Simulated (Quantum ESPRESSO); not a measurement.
TaN in Quantum ESPRESSO: the effect of functional

TaN:

```xyz
2
Lattice="0.0000 2.2113 2.2113 2.2113 0.0000 2.2113 2.2113 2.2113 0.0000" Properties=species:S:1:pos:R:3 pbc="T T T"
Ta    2.2113    2.2113    2.2113
N     0.0000    0.0000    0.0000
```

The cell comes from a database or a generator and needn't be the stable form of this composition.

Alike in all runs:

```yaml
Program: Quantum ESPRESSO 7.5
Task: phonon dispersion
Cutoff: 1143 eV
Density_cutoff: 4572 eV
k_mesh: 8 × 8 × 8
Occupations: cold, width 0.2 eV
Spin: no spin polarisation
```

Each run relaxes the cell or the atoms first.

```tsv
functional	potentials or basis	relaxed volume (Å³/atom)	highest phonon frequency (cm⁻¹)
LDA	PseudoDojo 0.4.1 SR LDA standard	?	?
PBE	PseudoDojo 0.4.1 SR PBE standard	10.77	530
PBEsol	PseudoDojo 0.4.1 SR PBEsol standard	10.46	554
```

Task: What does the run with functional LDA give?

Result: Relaxed volume 10.20 Å³/atom; highest phonon frequency 573 cm⁻¹.

Caveats: the mesh is thin for the phonons of a metal; some modes are imaginary.
